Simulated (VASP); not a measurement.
# Na8F7 (a cell with a defect) in VASP: further runs

The runs below take Na8F7 (a cell with a defect) through single point, with PBE.

Program: VASP 6.6.1. These are calculated values, not measurements. Logs are shortened: lines on timing, memory, paths and dates and some standing lists are left out, and cuts for length are marked.

## (1) The crystal as given

The cell holds a defect, 15 atoms: a = 6.628 Å, b = 6.628 Å, c = 6.628 Å, α = 60.00°, β = 60.00°, γ = 60.00°.

## (2) Single point, PBE

The input, INCAR:

```
SYSTEM = Na8F7
ALGO = Fast
EDIFF = 1E-6
ENCUT = 520
GGA = PE
ISIF = 2
ISMEAR = 0
LASPH = .TRUE.
LCHARG = .FALSE.
LREAL = Auto
LWAVE = .FALSE.
NBANDS = 66
NELM = 60
PREC = Accurate
SIGMA = 0.1
```

The input, KPOINTS:

```
k-points
0
G
  3 3 3
  0 0 0
```

The input, POSCAR:

```
Na8F7
1.0
    0.0000000000      4.6863547200      4.6863547200
    4.6863547200      0.0000000000      4.6863547200
    4.6863547200      4.6863547200      0.0000000000
F Na
7 8
Direct
    0.2550262563      0.2532954868      0.2354419514
    0.2550263630      0.2532879116      0.7546524348
    0.2579222172      0.7420095592      0.2492412696
   -0.1735380799      1.1734679359      0.7492386321
    0.7432851775      0.2566301682      0.2492485247
    0.7466339424      0.7448974114      0.2630433618
    0.7466389569      0.7448932504      0.7438404065
    0.0024754848     -0.0025736421      0.0268769668
    0.0025033316     -0.0025688410      0.4716189090
   -0.0082541767      0.5121989571     -0.0027648355
    0.0001998355      0.4810957844      0.5085621218
    0.5188255361     -0.0002736669     -0.0100699804
    0.4877168154      0.0081677556      0.5012635919
    0.5048944524      0.4950356169      0.0062968985
    0.5048995736      0.4950095839      0.4922163681
```

Potentials or basis: VASP PAW PBE potentials, release 64 (F, Na_pv).

Started as:

```
$ cat potpaw_PBE.64/F/POTCAR potpaw_PBE.64/Na_pv/POTCAR > POTCAR
$ mpirun -np 1 vasp_std > vasp.out
```

OUTCAR:

```text
SYSTEM = Na8F7
   EDIFF = 1E-6
   ENCUT = 520
   GGA = PE
   ISIF = 2
   ISMEAR = 0
   LASPH = .TRUE.
   LREAL = Auto
   NELM = 60
   PREC = Accurate

 ion  position               nearest neighbor table
   1  0.255  0.253  0.235-  14 2.31  13 2.34  12 2.34
   2  0.255  0.253  0.755-  15 2.31  13 2.34  12 2.34
   3  0.258  0.742  0.249-   9 2.24   8 2.24  14 2.30  15 2.30
   4  0.826  0.173  0.749-   8 2.18   9 2.18  11 2.30  12 2.30
   5  0.743  0.257  0.249-  14 2.26  15 2.26   8 2.26   9 2.26
   6  0.747  0.745  0.263-  15 2.31  10 2.34  11 2.34
   7  0.747  0.745  0.744-  14 2.31  10 2.34  11 2.34
   8  0.002  0.997  0.027-   4 2.18   3 2.24   5 2.26
   9  0.003  0.997  0.472-   4 2.18   3 2.24   5 2.26
  10  0.992  0.512  0.997-   7 2.34   6 2.34
  11  0.000  0.481  0.509-   4 2.30   7 2.34   6 2.34
  12  0.519  1.000  0.990-   4 2.30   2 2.34   1 2.34
  13  0.488  0.008  0.501-   2 2.34   1 2.34
  14  0.505  0.495  0.006-   5 2.26   3 2.30   7 2.31   1 2.31
  15  0.505  0.495  0.492-   5 2.26   3 2.30   2 2.31   6 2.31

  LATTYP: Found a face centered cubic cell.
 ALAT       =     9.3727094400

  Lattice vectors:

 A1 = (   0.0000000000,   4.6863547200,   4.6863547200)
 A2 = (   4.6863547200,   0.0000000000,   4.6863547200)
 A3 = (   4.6863547200,   4.6863547200,   0.0000000000)

Analysis of symmetry for initial positions (statically):
=====================================================================
 Subroutine PRICEL returns:
 Original cell was already a primitive cell.

 Routine SETGRP: Setting up the symmetry group for a
 face centered cubic supercell.

 Subroutine GETGRP returns: Found  1 space group operations
 (whereof  1 operations were pure point group operations)
 out of a pool of 48 trial point group operations.

The static configuration has the point symmetry C_1 .

Analysis of symmetry for dynamics (positions and initial velocities):
=====================================================================
 Subroutine PRICEL returns:
 Original cell was already a primitive cell.

 Routine SETGRP: Setting up the symmetry group for a
 face centered cubic supercell.

 Subroutine GETGRP returns: Found  1 space group operations
 (whereof  1 operations were pure point group operations)
 out of a pool of 48 trial point group operations.

The dynamic configuration has the point symmetry C_1 .

 Subroutine INISYM returns: Found  1 space group operations
 (whereof  1 operations are pure point group operations),
 and found     1 'primitive' translations

----------------------------------------------------------------------------------------

                                     Primitive cell

  volume of cell :     205.8427

  direct lattice vectors                    reciprocal lattice vectors
     0.000000000  4.686354720  4.686354720    -0.106692735  0.106692735  0.106692735
     4.686354720  0.000000000  4.686354720     0.106692735 -0.106692735  0.106692735
     4.686354720  4.686354720  0.000000000     0.106692735  0.106692735 -0.106692735

  length of vectors
     6.627506403  6.627506403  6.627506403     0.184797237  0.184797237  0.184797237

  position of ions in fractional coordinates (direct lattice)
     0.255026256  0.253295487  0.235441951
     0.255026363  0.253287912  0.754652435
     0.257922217  0.742009559  0.249241270
     0.826461920  0.173467936  0.749238632
     0.743285177  0.256630168  0.249248525
     0.746633942  0.744897411  0.263043362
     0.746638957  0.744893250  0.743840406
     0.002475485  0.997426358  0.026876967
     0.002503332  0.997431159  0.471618909
     0.991745823  0.512198957  0.997235164
     0.000199835  0.481095784  0.508562122
     0.518825536  0.999726333  0.989930020
     0.487716815  0.008167756  0.501263592
     0.504894452  0.495035617  0.006296898
     0.504899574  0.495009584  0.492216368

  ion indices of the primitive-cell ions
   primitive index   ion index
                 1           1
                 2           2
                 3           3
                 4           4
                 5           5
[... 25 lines left out ...]

  Length of vectors
     0.061599079  0.061599079  0.061599079

  Shift w.r.t. Gamma in fractional coordinates (k-lattice)
     0.000000000  0.000000000  0.000000000

 Subroutine IBZKPT returns following result:
 ===========================================

 Found     14 irreducible k-points:

 Following reciprocal coordinates:
            Coordinates               Weight
  0.000000  0.000000  0.000000      1.000000
  0.333333  0.000000  0.000000      2.000000
  0.000000  0.333333  0.000000      2.000000
  0.000000  0.000000  0.333333      2.000000
  0.333333  0.333333  0.333333      2.000000
  0.333333  0.333333  0.000000      2.000000
  0.000000  0.333333  0.333333      2.000000
  0.333333  0.000000  0.333333      2.000000
 -0.333333  0.333333  0.000000      2.000000
  0.000000 -0.333333  0.333333      2.000000
  0.333333  0.000000 -0.333333      2.000000
  0.333333  0.333333 -0.333333      2.000000
 -0.333333  0.333333 -0.333333      2.000000
  0.333333 -0.333333 -0.333333      2.000000
   k-points           NKPTS =     14   k-points in BZ     NKDIM =     14   number of bands    NBANDS=     66
   number of dos      NEDOS =    301   number of ions     NIONS =     15
   total plane-waves  NPLWV = 125000
   dimension x,y,z NGX =    50 NGY =   50 NGZ =   50
   dimension x,y,z NGXF=   100 NGYF=  100 NGZF=  100
   ions per type =               7   8
   NGX,Y,Z   is equivalent  to a cutoff of  12.54, 12.54, 12.54 a.u.
   NGXF,Y,Z  is equivalent  to a cutoff of  25.08, 25.08, 25.08 a.u.
 SYSTEM =  Na8F7
   PREC   = accura    normal or accurate (medium, high low for compatibility)
   ISTART =      0    job   : 0-new  1-cont  2-samecut
   ICHARG =      2    charge: 1-file 2-atom 10-const
   ISPIN  =      1    spin polarized calculation?
   LNONCOLLINEAR =      F non collinear calculations
   LSORBIT =      F    spin-orbit coupling
   LASPH  =      T    aspherical Exc in radial PAW
   ENCUT  =  520.0 eV  38.22 Ry    6.18 a.u.  12.32 12.32 12.32*2*pi/ulx,y,z
   NELM   =     60;   NELMIN=  2; NELMDL= -5     # of ELM steps
   EDIFF  = 0.1E-05   stopping-criterion for ELM
   LREAL  =      T    real-space projection
   EDIFFG = 0.1E-04   stopping-criterion for IOM
   NSW    =      0    number of steps for IOM
   IBRION =     -1    ionic relax: 0-MD 1-quasi-New 2-CG
   NFREE  =      0    steps in history (QN), initial steepest desc. (CG)
   ISIF   =      2    stress and relaxation
   ISYM   =      2    0-nonsym 1-usesym 2-fastsym
   POTIM  = 0.5000    time-step for ionic-motion
   TEBEG  =    0.0;   TEEND  =   0.0 temperature during run
   PSTRESS=    0.0 pullay stress
   NELECT =     105.0000    total number of electrons
   NUPDOWN=      -1.0000    fix difference up-down
   EMIN   =  10.00;   EMAX   =-10.00  energy-range for DOS
   EFERMI =   0.00;   METHOD = LEGACY
   ISMEAR =     0;   SIGMA  =   0.10  broadening in eV -4-tet -1-fermi 0-gaus
   EFERMI_NEDOS =   21; number of points for ismear=-14 and -15
   IALGO  =     68    algorithm
   IMIX   =      4    mixing-type and parameters
     AMIX     =   0.40;   BMIX     =  1.00
     AMIX_MAG =   1.60;   BMIX_MAG =  1.00
  volume/ion in A,a.u.               =      13.72        92.61
  Fermi-wavevector in a.u.,A,eV,Ry     =   1.308055  2.471866 23.279686  1.711009
  Thomas-Fermi vector in A             =   2.438748
   LORBIT       =      0    0 simple, 1 ext, 2 COOP (PROOUT), +10 PAW based schemes
   GGA     = PE    functional components
   LHFCALC =     F    Hartree Fock is set to
   AEXX    =    0.0000 exact exchange contribution
   IVDW    =     0    specifies the selected vdW correction
   LEPSILON=     F    determine dielectric tensor
   LRPA    =     F    only Hartree local field effects (RPA)
 non-spin polarized calculation
 RMM-DIIS sequential band-by-band and
 Gauss-broadening in eV      SIGMA  =   0.10
  energy-cutoff  :      520.00
  volume of cell :      205.84
 maximum number of plane-waves:      5577
 NGX is ok and might be reduce to    50
   NGX = 25   NGY = 25   NGZ = 25

 number of electron     104.9999981 magnetization

 Free energy of the ion-electron system (eV)
  ---------------------------------------------------
  ext. energy  EPLUGINS =         0.00000000
  ---------------------------------------------------
  free energy    TOTEN  =       -59.92316417 eV

  energy without entropy =      -59.91315519  energy(sigma->0) =      -59.91815968

 E-fermi :   3.1267     XC(G=0):  -8.8255

 val. band max:        3.0830842908   @ k =   0.3333   0.0000   0.3333
 cond. band min:       3.3964261754   @ k =   0.3333   0.3333  -0.3333
 fundamental gap:      0.3133418846
 Fermi energy:         3.1266723056

 k-point     1 :       0.0000    0.0000    0.0000
  band No.  band energies     occupation
      1     -22.2654      2.00000
      2     -22.2365      2.00000
      3     -22.1906      2.00000
      4     -22.1874      2.00000
      5     -21.7423      2.00000
      6     -21.6896      2.00000
[... 927 lines left out ...]
     63      10.1915      0.00000
     64      10.8730      0.00000
 [bands above 64 left out]

------------------------ aborting loop because EDIFF is reached ----------------------------------------

  FORCE on cell =-STRESS in cart. coord.  units (eV):
  Direction    XX          YY          ZZ          XY          YZ          ZX
  --------------------------------------------------------------------------------------
  -------------------------------------------------------------------------------------
  Total        3.6990842      3.6914368      2.2841059      0.5543106     -0.0003590      0.0003228
  in kB       28.7918339     28.7323100     17.7783459      4.3144784     -0.0027945      0.0025126
  external PRESSURE =      25.1008299 kB  Pullay stress =       0.0000000 kB

 VOLUME and BASIS-vectors are now :
 -----------------------------------------------------------------------------
  energy-cutoff  :      520.00
  volume of cell :      205.84
      direct lattice vectors                 reciprocal lattice vectors
     0.000000000  4.686354720  4.686354720    -0.106692735  0.106692735  0.106692735
     4.686354720  0.000000000  4.686354720     0.106692735 -0.106692735  0.106692735
     4.686354720  4.686354720  0.000000000     0.106692735  0.106692735 -0.106692735

 POSITION                                       TOTAL-FORCE (eV/Angst)
 -----------------------------------------------------------------------------------
      2.29040      2.29851      2.38218        -0.006631      0.060391     -0.028579
      4.72357      4.73171      2.38214        -0.060281      0.008868     -0.030312
      4.64535      2.37675      4.68604        -0.016841      0.017388      0.000316
      4.32413      7.38429      4.68603         0.523634     -0.524478     -0.000263
      2.37073      4.65137      4.68596        -0.064931      0.065990      0.000233
      4.72357      4.73171      6.98984        -0.059953      0.009057      0.029837
      6.97673      6.98491      6.98985        -0.006717      0.059929      0.028498
      4.80025      0.13756      4.68589        -0.144744     -0.093052      0.000153
      6.88449      2.22191      4.68605         0.092220      0.144398     -0.000124
      7.07374      9.32107      7.04802        -0.071376      0.070459     -0.093092
      4.63789      2.38424      2.25552         0.003377     -0.003938      0.082965
      9.32424      7.07056      7.11647         0.003334     -0.003931     -0.082941
      2.38738      4.63471      2.32389        -0.071241      0.070505      0.093216
      2.34942      2.39562      4.68603        -0.090576      0.028661     -0.000058
      4.62649      4.67284      4.68593        -0.029273      0.089752      0.000150
 -----------------------------------------------------------------------------------
    total drift:                                0.003034      0.005042      0.000259

  FREE ENERGIE OF THE ION-ELECTRON SYSTEM (eV)
  ---------------------------------------------------
  free  energy   TOTEN  =       -59.9231641741 eV

  energy  without entropy=      -59.9131551917  energy(sigma->0) =      -59.91815968
```

Run time: 5.7 min. Hardware: 1 thread of Intel Xeon Platinum 8259CL at 2.50GHz (Skylake/Cascade Lake), shared host; peak memory 0.38 GiB.

What came out:

* Free energy: -59.9232 eV
* Pressure: 2.5 GPa
* Largest force: 0.741 eV/Å
* Band gap on the k mesh: none (metal or under the smearing width)

Forces on the atoms (eV/Å):
```
F   -0.007  0.060 -0.029
F   -0.060  0.009 -0.030
F   -0.017  0.017  0.000
F    0.524 -0.524  0.000
F   -0.065  0.066  0.000
F   -0.060  0.009  0.030
F   -0.007  0.060  0.028
Na  -0.145 -0.093  0.000
Na   0.092  0.144  0.000
Na  -0.071  0.070 -0.093
Na   0.003 -0.004  0.083
Na   0.003 -0.004 -0.083
Na  -0.071  0.071  0.093
Na  -0.091  0.029  0.000
Na  -0.029  0.090  0.000
```

Caveat: the k mesh is coarse (spacing up to 0.39 Å⁻¹), so the values aren't converged; an odd number of electrons without spin polarisation forces a metal; a magnetic or distorted state may lie lower.

## (3) Single point, PBE

The input, INCAR:

```
ALGO = Fast
EDIFF = 1E-6
ENCUT = 520
GGA = PE
ISIF = 2
ISMEAR = 0
LASPH = True
LCHARG = True
LELF = True
LREAL = Auto
LVHAR = True
LWAVE = False
NBANDS = 66
NELM = 60
PREC = Accurate
SIGMA = 0.1
```

The input, KPOINTS:

```
k-points
0
Gamma
  3 3 3
```

The input, POSCAR:

```
Na8F7
1.0
    0.0000000000      4.6863547200      4.6863547200
    4.6863547200      0.0000000000      4.6863547200
    4.6863547200      4.6863547200      0.0000000000
F Na
7 8
Direct
    0.2509849489      0.2491080103      0.2491596496
    0.2505980811      0.2492467109      0.7492893112
    0.2508387799      0.7490857414      0.2492409495
   -0.2493333454      1.2492506116      0.7489536558
    0.7507816224      0.2492649553      0.2491286020
    0.7508887419      0.7491513575      0.2490778163
    0.7505980042      0.7492592238      0.7491444224
   -0.0048502517      0.0045306003      0.0047478267
   -0.0047668180      0.0047292622      0.4937349258
   -0.0046285442      0.4935983591      0.0046424143
    0.0006523194      0.4992086899      0.4992895630
    0.5006414666     -0.0009364421     -0.0006304474
    0.5061745518      0.0049783897      0.4938637039
    0.5061843675      0.4936473311      0.0046741020
    0.5063265890      0.4938729862      0.4934566712
```

Potentials or basis: VASP PAW PBE potentials, release 64 (F, Na_pv).

Started as:

```
$ cat potpaw_PBE.64/F/POTCAR potpaw_PBE.64/Na_pv/POTCAR > POTCAR
$ mpirun -np 1 vasp_std > vasp.out
```

Wall time 5.9 min (1 thread of Intel Xeon Platinum 8259CL at 2.50GHz (Skylake/Cascade Lake), shared host); peak memory 0.38 GiB.

Results (log left out):

| Property | Result |
| --- | --- |
| Free energy | -60.2017 eV |
| Pressure | 2.0 GPa |
| Largest force | 0.008 eV/Å |
| Band gap on the k mesh | none (metal or under the smearing width) |

Forces on the atoms (eV/Å):
```
F    0.003 -0.002 -0.002
F    0.000  0.000  0.000
F    0.002 -0.002 -0.001
F    0.004  0.003 -0.001
F   -0.001  0.000  0.000
F    0.003  0.000  0.000
F    0.001  0.003  0.001
Na  -0.001  0.000  0.003
Na  -0.002  0.002  0.000
Na   0.000 -0.001  0.002
Na  -0.002  0.000  0.001
Na  -0.002 -0.001  0.003
Na  -0.006 -0.001 -0.004
Na  -0.002 -0.002  0.002
Na   0.003  0.002 -0.003
```

Levels at points of the mesh, in eV from the Fermi level:
| k point | band 51 | band 52 | band 53 | band 54 | band 55 | band 56 |
| --- | --- | --- | --- | --- | --- | --- |
| (0.00, 0.00, 0.00) | -5.53 | -5.53 | -0.88 | 2.76 | 4.90 | 4.90 |

Caveat: the k mesh is coarse (spacing up to 0.39 Å⁻¹), so the values aren't converged; an odd number of electrons without spin polarisation forces a metal; a magnetic or distorted state may lie lower.
